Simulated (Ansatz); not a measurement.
KI — core-electron binding energies

Cell: a computed structure from the Materials Project (it need not be an observed phase), repeated to a supercell; a hole's nearest image is 7.1 Å away.

Space group Fm-3m (No. 225); a = 7.0849 Å.

| site | Wyckoff | site symmetry | x | y | z |
| --- | --- | --- | --- | --- | --- |
| K1 | 4a | m-3m | 0.0000 | 0.0000 | 0.0000 |
| I5 | 4b | m-3m | 0.5000 | 0.5000 | 0.5000 |

One atom of each set is listed.

The numbers come from a DFT calculation in Ansatz (PBE, plane waves and PAW, scalar-relativistic, 420 eV cutoff, Γ-centred 3×3×3 k-points, fixed occupations).

Each value is a total-energy difference between the cell with one core hole and the ground state (ΔSCF), counted from the top of the valence band. The valence electrons get no spin in the cell with the hole, so they can't polarise against the unpaired core electron; that puts absolute values high, by some tenths of an eV and in some cases by about 1 eV. The periodic images are corrected with the calculated ε∞ = 2.86.

Problem. Give the K 2p, I 3d lines of each distinct site.

Solution. 

| line | atom | first shell | E_B (eV) | j = l + ½ / j = l − ½ (eV) |
| --- | --- | --- | --- | --- |
| K 2p | 1 | 6 I at 3.54 Å | 291.9 | 291.0 / 293.8 |
| I 3d | 5 | 6 K at 3.54 Å | 618.0 | 613.4 / 624.9 |

For p, d and f shells E_B is the weighted mean of the two lines, whose splitting comes from the free atom's Dirac orbitals.

The program doubts some values: the cell is too small to check the potential alignment. Absolute PBE values can be off by an eV or more, and the 3d and 4f lines of heavy atoms by several eV. Multiplets, satellites and widths aren't calculated.
